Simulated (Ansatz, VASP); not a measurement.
# One calculation of SiC, two programs

```
CELL_PARAMETERS angstrom
3.09177 0.00000 0.00000
-1.54588 2.67755 0.00000
0.00000 0.00000 4.66810
ATOMIC_POSITIONS crystal
Si 0.33333 0.66667 0.00456
Si 0.66667 0.33333 0.50456
C 0.33333 0.66667 0.38044
C 0.66667 0.33333 0.88044
```

Change from the starting cell: strain +0.000 along x and y, -0.080 along z, atoms carried along.

Alike in both runs: task single point; functional PBE; k mesh 12 × 12 × 6; occupations gaussian, width 0.05 eV; no spin polarisation.

|  | VASP | Ansatz |
| --- | --- | --- |
| version | VASP 6.6.1 | Ansatz 0.2.0 |
| potentials or method | VASP PAW PBE potentials, release 64 (Si, C) | scalar-relativistic, plane waves, PAW |
| plane-wave cutoff (eV) | 520 | 420 |
| valence electrons in the cell | 16 | 16 |

```tsv
	VASP	Ansatz	Ansatz less VASP
gap on the k mesh at the Fermi level (eV)	2.08	2.09	+0.011
least direct gap on the mesh (eV)	3.28	3.29	+0.006
pressure (GPa)	22.9	23.0	+0.09
largest component of the traceless stress (GPa)	39.01	38.87	-0.142
rms of the force components (eV/Å)	0.938	0.939	+0.0015
```

Atom by atom the forces differ by 0.001 eV/Å (rms over components). The functional is the same, so the differences come from potentials, cutoffs and numerics.

Caveats: so large a pressure means that the cell lies far from this level's equilibrium, or that cutoff or potentials fall short (VASP); forces of over 1 eV/Å show positions far from the minimum, so gaps and moduli don't describe the material at rest. A k mesh can miss the band edges.
